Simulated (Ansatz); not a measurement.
**BN: a line through a two-coordinate scan**

Aim: follow the energy of BN (F-43m, No. 216; 4 atoms in the cell) along one coordinate, amplitude of mode 4 (482 cm⁻¹), with the other held at equal normal strain along x and y = 1.33 %.

Computed with Ansatz 0.2.0 (DFT PBE, scalar-relativistic, plane waves, PAW, unless a step's input says otherwise).

10 further runs of the same task are left out: 10 set aside as unsound or not needed.

### Step 1. The starting structure

It takes space group F-43m (No. 216, cubic). The conventional cell has a = 3.625 Å, b = 3.625 Å, c = 3.625 Å, α = 90.00°, β = 90.00°, γ = 90.00°. Around B (site symmetry -43m) lie 4 N at 1.57 Å. N (site symmetry -43m) is surrounded by 4 B at 1.57 Å.

Structure file:

```cif
data_structure
_symmetry_space_group_name_H-M 'P 1'
_symmetry_Int_Tables_number 1
_cell_length_a 2.5631
_cell_length_b 2.5631
_cell_length_c 2.5631
_cell_angle_alpha 60.000
_cell_angle_beta 60.000
_cell_angle_gamma 60.000
_cell_volume 11.91
loop_
_atom_site_label
_atom_site_type_symbol
_atom_site_fract_x
_atom_site_fract_y
_atom_site_fract_z
_atom_site_occupancy
B1 B 0.00000 0.00000 0.00000 1
N1 N 0.75000 0.75000 0.75000 1
```

It goes back to an entry of the Materials Project.

This cell was relaxed beforehand with the same method: volume 5.95 Å³/atom, gap on the mesh 4.46 eV.

### Step 2. The scan

The energy is mapped over a normal mode and a strain (zone-centre modes of the cell shown, which folds in the wave vector (0, 0, 1/2) of the primitive cell).

- amplitude of mode 4 (482 cm⁻¹), largest displacement in the unstrained cell: 11 values from −0.085 to 0.085 Å
- equal normal strain along x and y: 7 values from −4.00 to 4.00 %

Nothing else is relaxed (the pattern is fixed in fractional coordinates). Energies count from the relaxed high-symmetry cell. Points are written as (first, second).

The modes come from a phonon run on the reference cell, made beforehand.

Displacement patterns for an amplitude of 1 (Å):

| atom | x1 | y1 | z1 |
| --- | --- | --- | --- |
| B1 | 0.760 | -0.171 | 0.590 |
| B2 | -0.760 | 0.171 | -0.590 |
| N3 | 0.778 | -0.174 | 0.604 |
| N4 | -0.778 | 0.174 | -0.604 |

### Step 3. Point (−0.085 Å, 1.33 %)

Input file input.yaml:

```yaml
crystal:
  lattice:
    - [0.0, -1.8123937734, -1.8364986106]
    - [-1.8364986106, 0.0, -1.8364986106]
    - [1.8364986106, 1.8123937734, -3.6729972212]
  atoms:
    - { symbol: B, position: [-0.007996835, 0.0356553883, 0.0] }
    - { symbol: B, position: [0.507996835, 0.4643446117, 0.5] }
    - { symbol: "N", position: [0.3668163164, 0.4114884879, 0.875] }
    - { symbol: "N", position: [0.8831836836, 0.8385115121, 0.375] }
basis:
  ecutwfc: 520.0
kpoints:
  mp_grid: { grid: [6, 6, 6] }
hamiltonian:
  xc: pbe
scf:
  occupations: { method: gaussian, width: 0.05 }
output:
  forces: true
  stress: true
  eigenvalues: true
```

Launch:

```sh
> ansatz run input.yaml --threads 1 --pin off --max-ram 2048MiB --backend cpu --events-out ev --progress --plain --runs-dir out
```

The session goes on with these runs: the other points of the line.

Before running it: what results should come out? Wanted: for each run, amplitude of mode 4; energy; slope; pressure; largest force on an atom.

**Answer**, as computed:

| amplitude of mode 4 (482 cm⁻¹), largest displacement in the unstrained cell (Å) | step | energy (meV) | slope (meV per Å) | pressure (GPa) | band gap on the k-mesh (eV) | largest force on an atom (eV/Å) |
| --- | --- | --- | --- | --- | --- | --- |
| −0.085 | 3 | 178 | −3624 | −9.530 | 4.148 | 1.05 |
| −0.068 | 4 | 123 | −2902 | −9.469 | 4.172 | 0.83 |
| −0.051 | 5 | 80 | −2178 | −9.417 | 4.188 | 0.62 |
| −0.034 | 6 | 49 | −1452 | −9.377 | 4.197 | 0.41 |
| −0.017 | 7 | 30 | −726 | −9.353 | 4.202 | 0.21 |
| 0.000 | 8 | 24 | 0 | −9.345 | 4.203 | 0.00 |
| 0.017 | – | 30 | 726 | −9.353 | 4.202 | 0.21 |
| 0.034 | – | 49 | 1452 | −9.377 | 4.197 | 0.41 |
| 0.051 | – | 80 | 2178 | −9.417 | 4.188 | 0.62 |
| 0.068 | – | 123 | 2902 | −9.469 | 4.172 | 0.83 |
| 0.085 | – | 178 | 3624 | −9.530 | 4.148 | 1.05 |

Energies count from the relaxed high-symmetry cell. Rows without a step come from runs not printed here or follow by symmetry. Slopes come from the forces (and the stress, where the cell changes), not from differences of energies.

What this shows: Along the line the energy is lowest at 0.000 Å, 24 meV from the zero. The highest point computed, at −0.085 Å, lies 154 meV above the lowest. This is one cut through a surface in two coordinates; the map's lowest point lies off it. The cutoff or the k-mesh is coarse on purpose, so the map is rough. The settings are coarse, so take the values as rough.

The gaps are Kohn-Sham values of a semilocal functional, not quasiparticle or optical gaps. Such gaps usually fall short of the measured ones.
